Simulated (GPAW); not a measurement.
# InP and the effect of the volume of the cell

```cif
data_structure
_symmetry_space_group_name_H-M 'F-43m'
_symmetry_Int_Tables_number 216
_cell_length_a 5.8610
_cell_length_b 5.8610
_cell_length_c 5.8610
_cell_angle_alpha 90.000
_cell_angle_beta 90.000
_cell_angle_gamma 90.000
_cell_volume 201.33
loop_
_atom_site_label
_atom_site_type_symbol
_atom_site_symmetry_multiplicity
_atom_site_Wyckoff_symbol
_atom_site_fract_x
_atom_site_fract_y
_atom_site_fract_z
_atom_site_occupancy
In1 In 4 a 0.00000 0.00000 0.00000 1
P1 P 4 c 0.25000 0.25000 0.25000 1
```

Kept alike: task dielectric tensor; functional PBE; k mesh 6 × 6 × 6; occupations fermi-dirac, width 0.001 eV; no spin polarisation. Program: GPAW, GPAW PAW data sets (gpaw-data 1.2.1), cutoff 450 eV. The mesh is that of the run's cell of 2 atoms. No spin-orbit coupling.

| volume of cell, f (times the cell shown) | band gap (eV) | free energy over the lowest row (meV/atom) |
| --- | --- | --- |
| 0.94 | 1.039 | 63.87 |
| 0.96 | 0.927 | 40.50 |
| 0.98 | 0.816 | 23.42 |
| 1 | 0.706 | 10.90 |
| 1.02 | ? | ? |
| 1.04 | 0.493 | 0.00 |
| 1.06 | 0.389 | 0.97 |

The cell shown is the unstrained one; x, y and z are its Cartesian axes; atoms keep their fractions. A gap read on the mesh alone can miss an edge between its points.

Question: Fit the rows shown and predict the run at 1.02 times the cell shown.

Answer: A least-squares line through the rows shown is band gap = -5.41429 f + 6.1246 (largest miss 0.0043); at f = 1.02 it gives 0.602 eV. A least-squares parabola through the rows shown is free energy = 6013.78 f² - 12546.1 f + 6543.01 (largest miss 0.586); at f = 1.02 it gives 2.76 meV/atom. The run gave: band gap 0.599 eV; free energy over the lowest row 3.32 meV/atom.
